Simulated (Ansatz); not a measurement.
Reaction (ligand exchange at the Si–N bond): `N/C(O)=N\[SiH3]` + `O[SiH2]F` → `F[SiH2]O[SiH3]` + `N=C(N)O`

Program: Ansatz. Geometries: PBE0-D4/def2-TZVP. ΔE: electronic, gas phase. CCSD(T)/CBS adds triple-zeta CCSD(T) − MP2 to the extrapolated MP2 energy (def2 sets, frozen cores). DFT in def2-TZVPP. B3LYP here is the variant with VWN-RPA as its local correlation; programs differ in this. Each species was taken in one conformer, which may not be the lowest.

(1) Is it downhill or uphill in electronic energy at CCSD(T)/CBS, and by how much? (An estimate is asked.)

(2) What do these levels give: PBE-D4, B3LYP-D4, ωB97M-V, SCS-MP2/def2-TZVPP, HF/def2-QZVPP, CCSD/CBS(def2)? (An estimate is asked.)

Largest T1 diagnostic among the species: 0.013.

## Answers

(1) Ansatz gave: Downhill: ΔE = -9.0 kcal/mol.

(2) Ansatz gave: PBE-D4 -5.9, B3LYP-D4 -8.5, ωB97M-V -8.1, SCS-MP2/def2-TZVPP -9.6, HF/def2-QZVPP -12.5, CCSD/CBS(def2) -9.7 kcal/mol.

From PBE to PBE0 (25 % exact exchange), in def2-TZVPP and without D4, ΔE moves by −0.8 kcal/mol. In def2-TZVPP, CCSD(T) changes the Hartree–Fock value by +3.0 kcal/mol (the triples alone add +0.7 kcal/mol) and MP2 by +3.8 kcal/mol.
